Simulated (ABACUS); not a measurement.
# Ga (C2/c) in ABACUS: equation of state

How stiff is Ga in PBE, and what volume does it want? The cell is scaled to several volumes.

Program: ABACUS 3.10.1. These are calculated values, not measurements. Logs are shortened: lines on timing, memory, paths and dates and some standing lists are left out, and cuts for length are marked.

## (1) The crystal as given

Symmetry: C2/c, No. 15, monoclinic system. The conventional cell has a = 2.766 Å, b = 8.053 Å, c = 3.332 Å, α = 90.00°, β = 92.02°, γ = 90.00°. Around Ga (site symmetry 2) lie 8 Ga at 2.69 to 2.92 Å.

This isn't the form of Ga at room conditions, which is orthorhombic.

## (2) Equation of state, PBE, 17.43 Å³/atom (volume scaled by 0.94)

Contents of INPUT:

```
INPUT_PARAMETERS
suffix              Ga
calculation         scf
basis_type          pw
pseudo_dir          ./
symmetry            1
dft_functional      pbe
ecutwfc             81
pseudo_rcut         10
nspin               1
nbands              17
ks_solver           dav
smearing_method     fd
smearing_sigma      0.00367493
scf_thr             1e-08
scf_nmax            100
mixing_type         broyden
mixing_beta         0.7
cal_force           1
cal_stress          1
kpar                4
```

Contents of STRU:

```
ATOMIC_SPECIES
Ga 69.7230 Ga.upf

LATTICE_CONSTANT
1.8897261246

LATTICE_VECTORS
1.3547675884 -3.9443034667 0.0000000000
1.3547675884 3.9443034667 0.0000000000
-0.1150499344 0.0000000000 3.2619526240

ATOMIC_POSITIONS
Direct

Ga
0.0
2
0.1310000000 0.8690000000 0.7500000000 1 1 1
0.8690000000 0.1310000000 0.2500000000 1 1 1
```

Contents of KPT:

```
K_POINTS
0
Gamma
10 10 8 0 0 0
```

Potentials or basis: PseudoDojo NC SR 0.4.1 PBE standard, plane waves.

On the command line:

```bash
$ OMP_NUM_THREADS=1 mpirun -np 4 abacus > log
```

running log:

```text
ABACUS v3.10.1

               Atomic-orbital Based Ab-initio Computation at UStc

 ------------------------------------------------------------------------------------

 READING GENERAL INFORMATION
                           global_out_dir = OUT.Ga/
                           global_in_card = INPUT
                               pseudo_dir = ./
                              orbital_dir =
                                    DSIZE = 4
                                    GSIZE = 1

 READING UNITCELL INFORMATION
                                    ntype = 1
                  lattice constant (Bohr) = 1.88973
              lattice constant (Angstrom) = 1

 READING ATOM TYPE 1
                               atom label = Ga
                      L=0, number of zeta = 1
                      L=1, number of zeta = 1
                      L=2, number of zeta = 1
             number of atom for this type = 2

                        TOTAL ATOM NUMBER = 2
DIRECT COORDINATES
    atom                   x                   y                   z     mag                  vx                  vy                  vz
taud_Ga1            0.1310000000        0.8690000000        0.7500000000  0.0000        0.0000000000        0.0000000000        0.0000000000
taud_Ga2            0.8690000000        0.1310000000        0.2500000000  0.0000        0.0000000000        0.0000000000        0.0000000000

                          Volume (Bohr^3) = 235.255
                             Volume (A^3) = 34.8612

 Lattice vectors: (Cartesian coordinate: in unit of a_0)
             +1.35477             -3.9443                  +0
             +1.35477             +3.9443                  +0
             -0.11505                  +0            +3.26195
 Reciprocal vectors: (Cartesian coordinate: in unit of 2 pi/a_0)
            +0.369067           -0.126765          +0.0130171
            +0.369067           +0.126765          +0.0130171
                   -0                  -0           +0.306565
 The esolver type has been set to : ksdft_pw

                PAO radial cut off (Bohr) = 10

 Read in pseudopotential file is Ga.upf
                     pseudopotential type = NC
          exchange-correlation functional = PBE
                 nonlocal core correction = 1
                        valence electrons = 13
                                     lmax = 2
                           number of zeta = 3
                     number of projectors = 6
                           L of projector = 0
                           L of projector = 0
                           L of projector = 1
                           L of projector = 1
                           L of projector = 2
                           L of projector = 2
     initial pseudo atomic orbital number = 18

 SETUP THE ELECTRONS NUMBER
            electron number of element Ga = 13
      total electron number of element Ga = 26
            AUTOSET number of electrons:  = 26
[... 164 lines left out ...]
 projector 3 L=1
 projector 4 L=1
 projector 5 L=2
 projector 6 L=2
      TOTAL NUMBER OF NONLOCAL PROJECTORS = 36

 Init Non-Local PseudoPotential table :
 Init Non-Local-Pseudopotential done.

                                     npwx = 2913

 Make real space PAO into reciprocal space.
       max mesh points in Pseudopotential = 1001
     dq(describe PAO in reciprocal space) = 0.01
                                    max q = 1084

 number of pseudo atomic orbitals for Ga is 3
WARNING: norm of atomic wavefunction # 2 of atomic type Ga is 0.999997, renormalized
WARNING: norm of atomic wavefunction # 3 of atomic type Ga is 0.998668, renormalized

 -------------------------------------------
 SELF-CONSISTENT
 -------------------------------------------
                                 init_chg = atomic

 PW ALGORITHM --------------- ION=   1  ELEC=   1--------------------------------
 Notice: Threshold on eigenvalues was too large.
 hsover_error=0.26 > DRHO=0.016388
 Origin diag ethr = 0.01
 New diag ethr = 6.30307e-05

 Density error is 0.0168992795423
                          Error Threshold = 6.30306610361e-05
----------------------------------------------------------
     Energy           Rydberg                 eV
----------------------------------------------------------
 E_KohnSham     -305.8809820829      -4161.7242661631
 E_Harris       -307.5392812099      -4184.2865832793
 E_Fermi        0.8909672252         12.1222309940
----------------------------------------------------------
[... 63 lines left out ...]
 Density error is 1.39082030415e-09
                          Error Threshold = 8.10028438492e-10
----------------------------------------------------------
     Energy           Rydberg                 eV
----------------------------------------------------------
 E_KohnSham     -305.8844041396      -4161.7708256327
 E_KS(sigma->0) -305.8842211392      -4161.7683357845
 E_Harris       -305.8841742533      -4161.7676978694
 E_band         -1.1314303782        -15.3939000338
 E_one_elec     -102.3849859229      -1393.0191982009
 E_Hartree      77.6270508008        1056.1702098260
 E_xc           -83.7815831238       -1139.9069179445
 E_Ewald        -197.3445198928      -2685.0099396168
 E_entropy(-TS) -0.0003660008        -0.0049796965
 E_descf        0.0000000000         0.0000000000
 E_exx          0.0000000000         0.0000000000
 E_Fermi        0.8831406781         12.0157453581
----------------------------------------------------------

 charge density convergence is achieved
 final etot is -4161.7708256 eV
 EFERMI = 12.015745358 eV

 STATE ENERGY(eV) AND OCCUPATIONS    NSPIN == 1
 1/57 kpoint (Cartesian) = 0.0000 0.0000 0.0000 (2913 pws)
       1       -3.24462     0.00250000
       2       -3.23473     0.00250000
       3       -3.19702     0.00250000
       4       -3.18456     0.00250000
       5       -2.85799     0.00250000
       6       -2.84418     0.00250000
[... 9 lines left out ...]
      16        22.1779        0.00000
[... 82 lines left out ...]
       4       -3.05344     0.00500000
       5       -3.04102     0.00500000
       6       -2.90304     0.00500000
[... 9 lines left out ...]
      16        18.9849    1.46530e-63
      17        20.8395    1.13939e-79

[... levels at 51 further k points ...]

------------------------------------------------------------------------------------------
 TOTAL-FORCE (eV/Angstrom)
------------------------------------------------------------------------------------------
                       Ga1         0.0000000000        -0.2292550867         0.0000000000
                       Ga2         0.0000000000         0.2292550867         0.0000000000
------------------------------------------------------------------------------------------

----------------------------------------------------------------
 TOTAL-STRESS (KBAR)
----------------------------------------------------------------
        68.6428563812         0.0000000000         5.8365894435
         0.0000000000        63.4500888699         0.0000000000
         5.8365894435         0.0000000000        47.4128432021
----------------------------------------------------------------
 TOTAL-PRESSURE: 59.835263 KBAR

 --------------------------------------------
 !FINAL_ETOT_IS -4161.7708256327441632 eV
 --------------------------------------------
```

Wall time 69 s (4 MPI ranks of AMD EPYC 7R43 (Zen 3), shared host); peak memory 0.48 GiB.

What came out:

* Free energy: -4161.7708 eV
* Pressure: 6.0 GPa
* Largest force: 0.229 eV/Å
* Band gap on the k mesh: none (metal or under the smearing width)

## (3) Equation of state, PBE, 17.80 Å³/atom (volume scaled by 0.96)

INPUT is that of step 2.

Contents of STRU:

```
ATOMIC_SPECIES
Ga 69.7230 Ga.upf

LATTICE_CONSTANT
1.8897261246

LATTICE_VECTORS
1.3643085195 -3.9720811669 0.0000000000
1.3643085195 3.9720811669 0.0000000000
-0.1158601719 0.0000000000 3.2849248782

ATOMIC_POSITIONS
Direct

Ga
0.0
2
0.1310000000 0.8690000000 0.7500000000 1 1 1
0.8690000000 0.1310000000 0.2500000000 1 1 1
```

KPT is that of step 2.

Potentials or basis: PseudoDojo NC SR 0.4.1 PBE standard, plane waves.

On the command line:

```bash
$ OMP_NUM_THREADS=1 mpirun -np 4 abacus > log
```

Wall time 80 s (4 MPI ranks of AMD EPYC 7R43 (Zen 3), shared host); peak memory 0.48 GiB.

The run converged. Its results:

- Free energy: -4161.7948 eV
- Pressure: 4.4 GPa
- Largest force: 0.221 eV/Å
- Band gap on the k mesh: none (metal or under the smearing width)

## (4) Equation of state, PBE, 18.17 Å³/atom (volume scaled by 0.98)

INPUT is that of step 3.

Contents of STRU:

```
ATOMIC_SPECIES
Ga 69.7230 Ga.upf

LATTICE_CONSTANT
1.8897261246

LATTICE_VECTORS
1.3737178411 -3.9994756958 0.0000000000
1.3737178411 3.9994756958 0.0000000000
-0.1166592328 0.0000000000 3.3075802485

ATOMIC_POSITIONS
Direct

Ga
0.0
2
0.1310000000 0.8690000000 0.7500000000 1 1 1
0.8690000000 0.1310000000 0.2500000000 1 1 1
```

KPT is that of step 3.

Potentials or basis: PseudoDojo NC SR 0.4.1 PBE standard, plane waves.

On the command line:

```bash
$ OMP_NUM_THREADS=1 mpirun -np 4 abacus > log
```

running log:

```text
ABACUS v3.10.1

               Atomic-orbital Based Ab-initio Computation at UStc

 ------------------------------------------------------------------------------------

 READING GENERAL INFORMATION
                           global_out_dir = OUT.Ga/
                           global_in_card = INPUT
                               pseudo_dir = ./
                              orbital_dir =
                                    DSIZE = 4
                                    GSIZE = 1

 READING UNITCELL INFORMATION
                                    ntype = 1
                  lattice constant (Bohr) = 1.88973
              lattice constant (Angstrom) = 1

 READING ATOM TYPE 1
                               atom label = Ga
                      L=0, number of zeta = 1
                      L=1, number of zeta = 1
                      L=2, number of zeta = 1
             number of atom for this type = 2

                        TOTAL ATOM NUMBER = 2
DIRECT COORDINATES
    atom                   x                   y                   z     mag                  vx                  vy                  vz
taud_Ga1            0.1310000000        0.8690000000        0.7500000000  0.0000        0.0000000000        0.0000000000        0.0000000000
taud_Ga2            0.8690000000        0.1310000000        0.2500000000  0.0000        0.0000000000        0.0000000000        0.0000000000

[... 309 lines left out ...]
 E_Harris       -305.8871641331      -4161.8083772718
 E_band         -2.2432698303        -30.5212518434
 E_one_elec     -106.7474387443      -1452.3734138287
 E_Hartree      79.2257931755        1077.9222157568
 E_xc           -83.7431891755       -1139.3845414783
 E_Ewald        -194.6221787973      -2647.9705888186
 E_entropy(-TS) -0.0004025637        -0.0054771602
 E_descf        0.0000000000         0.0000000000
 E_exx          0.0000000000         0.0000000000
 E_Fermi        0.8355527731         11.3682786934
----------------------------------------------------------

 charge density convergence is achieved
 final etot is -4161.8118055 eV
 EFERMI = 11.368278693 eV

 STATE ENERGY(eV) AND OCCUPATIONS    NSPIN == 1
 1/57 kpoint (Cartesian) = 0.0000 0.0000 0.0000 (3051 pws)
       1       -3.81803     0.00250000
       2       -3.80529     0.00250000
       3       -3.77430     0.00250000
       4       -3.75747     0.00250000
       5       -3.46643     0.00250000
       6       -3.45548     0.00250000
[... 9 lines left out ...]
      16        21.2163    7.22946e-89
[... 82 lines left out ...]
       4       -3.63733     0.00500000
       5       -3.63166     0.00500000
       6       -3.50815     0.00500000
[... 9 lines left out ...]
      16        18.0817    2.43902e-61
      17        19.9362    1.89892e-77

[... levels at 51 further k points ...]

------------------------------------------------------------------------------------------
 TOTAL-FORCE (eV/Angstrom)
------------------------------------------------------------------------------------------
                       Ga1         0.0000000000        -0.2128903174         0.0000000000
                       Ga2         0.0000000000         0.2128903174         0.0000000000
------------------------------------------------------------------------------------------

----------------------------------------------------------------
 TOTAL-STRESS (KBAR)
----------------------------------------------------------------
        37.3437410059        -0.0000000000         4.7645504873
        -0.0000000000        32.0956030745        -0.0000000000
         4.7645504873        -0.0000000000        19.3016549129
----------------------------------------------------------------
 TOTAL-PRESSURE: 29.580333 KBAR

 --------------------------------------------
 !FINAL_ETOT_IS -4161.8118055290824486 eV
 --------------------------------------------
```

Run time: 99 s. Hardware: 4 MPI ranks of AMD EPYC 7R43 (Zen 3), shared host; peak memory 0.52 GiB.

What came out:

| Property | Result |
| --- | --- |
| Free energy | -4161.8118 eV |
| Pressure | 3.0 GPa |
| Largest force | 0.213 eV/Å |
| Band gap on the k mesh | none (metal or under the smearing width) |

## (5) Equation of state, PBE, 18.54 Å³/atom

INPUT is that of step 4.

Contents of STRU:

```
ATOMIC_SPECIES
Ga 69.7230 Ga.upf

LATTICE_CONSTANT
1.8897261246

LATTICE_VECTORS
1.3830000000 -4.0265000000 0.0000000000
1.3830000000 4.0265000000 0.0000000000
-0.1174474948 0.0000000000 3.3299294416

ATOMIC_POSITIONS
Direct

Ga
0.0
2
0.1310000000 0.8690000000 0.7500000000 1 1 1
0.8690000000 0.1310000000 0.2500000000 1 1 1
```

KPT is that of step 4.

On the command line:

```bash
$ OMP_NUM_THREADS=1 mpirun -np 4 abacus > log
```

Wall time 96 s (4 MPI ranks of AMD EPYC 7R43 (Zen 3), shared host); peak memory 0.52 GiB.

The run converged. Its results:

- Free energy: -4161.8226 eV
- Pressure: 1.7 GPa
- Largest force: 0.204 eV/Å
- Band gap on the k mesh: none (metal or under the smearing width)

## (6) Equation of state, PBE, 18.91 Å³/atom (volume scaled by 1.02)

INPUT is that of step 5.

Contents of STRU:

```
ATOMIC_SPECIES
Ga 69.7230 Ga.upf

LATTICE_CONSTANT
1.8897261246

LATTICE_VECTORS
1.3921592073 -4.0531663400 0.0000000000
1.3921592073 4.0531663400 0.0000000000
-0.1182253154 0.0000000000 3.3519825971

ATOMIC_POSITIONS
Direct

Ga
0.0
2
0.1310000000 0.8690000000 0.7500000000 1 1 1
0.8690000000 0.1310000000 0.2500000000 1 1 1
```

KPT is that of step 5.

Potentials or basis: PseudoDojo NC SR 0.4.1 PBE standard, plane waves.

On the command line:

```bash
$ OMP_NUM_THREADS=1 mpirun -np 4 abacus > log
```

Wall time 83 s (4 MPI ranks of AMD EPYC 7R43 (Zen 3), shared host); peak memory 0.52 GiB.

The run converged. Its results:

```
Free energy            : -4161.8280 eV
Pressure               : 0.6 GPa
Largest force          : 0.195 eV/Å
Band gap on the k mesh : none (metal or under the smearing width)
```

## (7) Equation of state, PBE, 19.28 Å³/atom (volume scaled by 1.04)

INPUT is that of step 6.

Contents of STRU:

```
ATOMIC_SPECIES
Ga 69.7230 Ga.upf

LATTICE_CONSTANT
1.8897261246

LATTICE_VECTORS
1.4011994555 -4.0794863395 0.0000000000
1.4011994555 4.0794863395 0.0000000000
-0.1189930338 0.0000000000 3.3737493278

ATOMIC_POSITIONS
Direct

Ga
0.0
2
0.1310000000 0.8690000000 0.7500000000 1 1 1
0.8690000000 0.1310000000 0.2500000000 1 1 1
```

KPT is that of step 6.

On the command line:

```bash
$ OMP_NUM_THREADS=1 mpirun -np 4 abacus > log
```

It took 81 s on 4 MPI ranks of AMD EPYC 7R43 (Zen 3), shared host; peak memory 0.52 GiB.

Results (log left out):

```yaml
Free_energy: -4161.8285 eV
Pressure: -0.4 GPa
Largest_force: 0.186 eV/Å
Band_gap_on_the_k_mesh: none (metal or under the smearing width)
```

## (8) Equation of state, PBE, 19.66 Å³/atom (volume scaled by 1.06)

INPUT is that of step 7.

Contents of STRU:

```
ATOMIC_SPECIES
Ga 69.7230 Ga.upf

LATTICE_CONSTANT
1.8897261246

LATTICE_VECTORS
1.4101245334 -4.1054710295 0.0000000000
1.4101245334 4.1054710295 0.0000000000
-0.1197509717 0.0000000000 3.3952387564

ATOMIC_POSITIONS
Direct

Ga
0.0
2
0.1310000000 0.8690000000 0.7500000000 1 1 1
0.8690000000 0.1310000000 0.2500000000 1 1 1
```

KPT is that of step 7.

On the command line:

```bash
$ OMP_NUM_THREADS=1 mpirun -np 4 abacus > log
```

It took 92 s on 4 MPI ranks of AMD EPYC 7R43 (Zen 3), shared host; peak memory 0.52 GiB.

Results (log left out):

| Quantity | Value |
| --- | --- |
| Free energy | -4161.8250 eV |
| Pressure | -1.2 GPa |
| Largest force | 0.175 eV/Å |
| Band gap on the k mesh | none (metal or under the smearing width) |

## (9) Equation of state, PBE

Potentials or basis: PseudoDojo NC SR 0.4.1 PBE standard, plane waves.

This step only gathers the single runs of the series.

What came out:

```yaml
Equilibrium_volume: 19.15 Å³/atom
Bulk_modulus_at_fixed_shape_and_positions: 49 GPa
Pressure_derivative_of_the_bulk_modulus: 5.7
```

Energy against volume, from the lowest point:
| volume (Å³/atom) | energy (meV/atom) |
| --- | --- |
| 17.431 | 28.86 |
| 17.801 | 16.86 |
| 18.172 | 8.37 |
| 18.543 | 2.97 |
| 18.914 | 0.29 |
| 19.285 | 0.00 |
| 19.656 | 1.79 |

Caveat: the cell was scaled at fixed shape and fractional positions, which overstates the stiffness of a crystal with free parameters, most of all of layers and chains.
